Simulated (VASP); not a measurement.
# CdTe: single point with PBEsol

**Measured values to compare with.**

From a printed reference work, data compilation, for a bulk crystal of CdTe at 0 K: band gap 1.607 eV.

CdTe:

```xyz
2
Lattice="0.0000 3.2883 3.2883 3.2883 0.0000 3.2883 3.2883 3.2883 0.0000" Properties=species:S:1:pos:R:3 pbc="T T T"
Cd    0.0000    0.0000    0.0000
Te    1.6441    1.6441    1.6441
```

```json
{"Program": "VASP 6.6.1", "Task": "single point", "Functional": "PBEsol", "Potentials or basis": "VASP PAW PBE potentials, release 64 (Cd, Te)", "Cutoff": "520 eV", "k mesh": "6 × 6 × 6", "Occupations": "gaussian, width 0.01 eV", "Spin": "no spin polarisation", "Dipole correction": "no", "Further INCAR settings": "ALGO = Normal; EDIFF = 1e-07; NBANDS = 16"}
```

```json
{"Pressure": "-1.4 GPa", "Band gap on the k mesh": "0.53 eV, direct"}
```

Levels at points of the mesh, in eV from the valence-band top:
| k point | band 6 | band 7 | band 8 | band 9 | band 10 | band 11 | band 12 | band 13 |
| --- | --- | --- | --- | --- | --- | --- | --- | --- |
| (0.00, 0.00, 0.00) | -7.88 | 0.00 | 0.00 | 0.00 | 0.53 | 4.57 | 4.57 | 4.57 |
| (0.50, 0.00, 0.00) | -7.57 | -4.23 | -0.72 | -0.72 | 1.69 | 5.14 | 5.14 | 6.89 |
| (0.50, 0.50, 0.00) | -7.45 | -4.14 | -1.74 | -1.74 | 2.58 | 2.60 | 8.49 | 8.85 |

Run time: 11 s on 1 thread of Intel(R) Xeon(R) 6975P-C (Granite Rapids), on a shared host, peak memory 0.21 GiB.

Against the measured gap of CdTe, 1.607 eV (0 K; a printed reference work, data compilation), the calculated 0.53 eV is off by -1.08 eV. So large a miss can be the level of theory's own, or it may mean another phase, state or a wrong row. Spin-orbit coupling on Cd, Te is left out. The value is that of PBEsol, without temperature or zero-point motion. Semilocal functionals fall short of measured gaps as a rule.

Caveat: the PAW data sets were made with another functional, which shifts forces and pressure a little; spin-orbit coupling is left out, which moves the levels of the heavy elements.
